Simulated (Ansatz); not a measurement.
This guess for Si3Ge2 is about to be relaxed.

```cif
data_structure
_symmetry_space_group_name_H-M 'P 1'
_symmetry_Int_Tables_number 1
_cell_length_a 11.8605
_cell_length_b 11.8605
_cell_length_c 11.8605
_cell_angle_alpha 13.931
_cell_angle_beta 13.931
_cell_angle_gamma 13.931
_cell_volume 84.16
loop_
_atom_site_label
_atom_site_type_symbol
_atom_site_fract_x
_atom_site_fract_y
_atom_site_fract_z
_atom_site_occupancy
Si1 Si 0.50000 0.50000 0.50000 1
Si2 Si 0.30000 0.30000 0.30000 1
Si3 Si 0.70000 0.70000 0.70000 1
Ge1 Ge 0.10000 0.10000 0.10000 1
Ge2 Ge 0.90000 0.90000 0.90000 1
```

The calculation used DFT PBE, scalar-relativistic, plane waves, PAW (Ansatz 0.2.0). Cutoff 420 eV, Gaussian smearing, Γ-centred meshes. Cell and atoms relax first on a coarse mesh and then on a finer one. In between, the cell is made exact in the group found at 0.06 Å. In metals the finer mesh still leaves noise of several meV/atom or more. The steps can't lower the symmetry of their start. No spin polarisation.

A guess keeps its type if space group and coordination stay and the shape of the cell changes little (axis ratios within about 15 %, angles within 6°); the volume may change.

Question: Will the relaxed cell still be of the starting type?

Answer: It doesn't keep its type. The symmetry stays R-3m (No. 166). The end has the anti-tetradymite type. The volume per atom grows by 6.2 %, from 16.8 to 17.9 Å³. The shortest distance goes from 2.88 Å (Si–Ge, Ge–Ge and Si–Si) to 2.44 Å (Si–Si). The ratio c/a of the conventional cell changes by a factor of 0.50. Counting neighbours within 15 % of an atom's shortest distance, the start has Ge 12, Si 12 and the end Ge 6, Si 6. In detail, at the end around Si on a site of symmetry -3m lie 6 Ge at 2.60 Å; around Si on a site of symmetry 3m lie 3 Si at 2.44 Å and 3 Ge at 2.73 Å; Ge is surrounded by 6 Si at 2.60–2.73 Å.

```xyz
5
Lattice="1.8482 1.0671 7.5557 -1.8482 1.0671 7.5557 0.0000 -2.1341 7.5557" Properties=species:S:1:pos:R:3 pbc="T T T"
Si    0.0000    0.0000   11.3336
Si    0.0000    0.0000    6.9682
Si    0.0000    0.0000   15.6991
Ge    0.0000    0.0000    2.2944
Ge    0.0000    0.0000   20.3729
```

The last run used a 12×12×12 mesh for its 5-atom cell and Gaussian smearing of 0.10 eV. A structure relaxed within its symmetry needn't be a true minimum.
